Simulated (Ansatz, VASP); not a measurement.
**One calculation of GaN, two programs**

```
Ga N
1.0
     3.18000    0.00000    0.00000
    -1.59000    2.75396    0.00000
     0.00000    0.00000    5.16600
Ga N
2 2
Cartesian
  0.0000 1.8360 0.0000
  1.5900 0.9180 2.5830
  0.0000 1.8360 1.9373
  1.5900 0.9180 4.5203
```

Alike in both runs: task single point; functional PBE; k mesh 6 × 6 × 4; occupations gaussian, width 0.1 eV; no spin polarisation.

```csv
,VASP,Ansatz
version,VASP 6.6.1,Ansatz 0.2.0
potentials or method,"VASP PAW PBE potentials, release 64 (Ga_d, N)","scalar-relativistic, plane waves, PAW"
plane-wave cutoff (eV),520,420
valence electrons in the cell,36,36
```

```csv
,VASP,Ansatz,Ansatz less VASP
gap on the k mesh at the Fermi level (eV),1.97,1.96,-0.008
least direct gap on the mesh (eV),1.97,1.96,-0.008
pressure (GPa),7.3,7.3,-0.07
largest component of the traceless stress (GPa),1.41,1.40,-0.010
rms of the force components (eV/Å),0.078,0.079,+0.0014
```

Atom by atom the forces differ by 0.001 eV/Å (rms over components). The functional is the same, so the differences come from potentials, cutoffs and numerics.

Expect the measured gap to be larger: semilocal functionals such as PBE lack the derivative discontinuity.
